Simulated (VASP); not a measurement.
# Ti: density of states with PBE

Crystal: Ti.

```
Ti
1.0
     2.90210    0.00000    0.00000
    -1.45105    2.51329    0.00000
     0.00000    0.00000    4.57501
Ti
2
Direct
  0.33333 0.66667 0.25000
  0.66667 0.33333 0.75000
```

```
Program                 : VASP 6.6.1
Task                    : density of states
Functional              : PBE
Potentials or basis     : VASP PAW PBE potentials, release 64 (Ti_sv)
Cutoff                  : 520 eV
k mesh                  : 15 × 15 × 8
Occupations             : methfessel-paxton, width 0.1 eV
Spin                    : no spin polarisation
k mesh for the DOS      : 23 × 23 × 12
Occupations for the DOS : tetrahedron
Further INCAR settings  : ALGO = Fast; EDIFF = 1e-06
```

The valence electrons inside the program's atomic spheres are Ti 10.30.

Levels at points of the mesh, in eV from the Fermi level:
```csv
k point,band 9,band 10,band 11,band 12,band 13,band 14,band 15,band 16
"(0.00, 0.00, 0.00)",-6.33,-2.81,0.77,0.77,0.91,0.92,1.31,1.31
"(0.00, 0.00, 0.50)",-4.40,-4.40,0.08,0.08,0.66,0.66,0.66,0.66
```

States per cell in windows of 1 eV (zero at the Fermi level; states under -8 eV left out):
```
from (eV)  total  Ti1_d  Ti2_d  Ti1_p  Ti2_p  Ti1_s  Ti2_s
     -8.0   0.00   0.00   0.00   0.00   0.00   0.00   0.00
     -7.0   0.02   0.00   0.00   0.00   0.00   0.00   0.00
     -6.0   0.16   0.00   0.00   0.00   0.00   0.03   0.03
     -5.0   0.31   0.01   0.01   0.01   0.01   0.04   0.04
     -4.0   0.58   0.04   0.04   0.02   0.02   0.06   0.06
     -3.0   1.84   0.37   0.37   0.05   0.05   0.10   0.10
     -2.0   2.48   0.70   0.70   0.07   0.07   0.03   0.03
     -1.0   2.71   0.83   0.83   0.09   0.09   0.01   0.01
      0.0   4.18   1.51   1.51   0.09   0.09   0.01   0.01
      1.0   2.76   1.08   1.08   0.05   0.05   0.00   0.00
      2.0   0.95   0.42   0.42   0.00   0.00   0.00   0.00
      3.0   0.22   0.10   0.10   0.00   0.00   0.00   0.00
      4.0   0.00   0.00   0.00   0.00   0.00   0.00   0.00
      5.0   0.00   0.00   0.00   0.00   0.00   0.00   0.00
```

Run time: 5.8 min on 1 thread of Intel(R) Xeon(R) Platinum 8375C CPU @ 2.90GHz (Ice Lake), with other jobs on the host, peak memory 0.29 GiB.
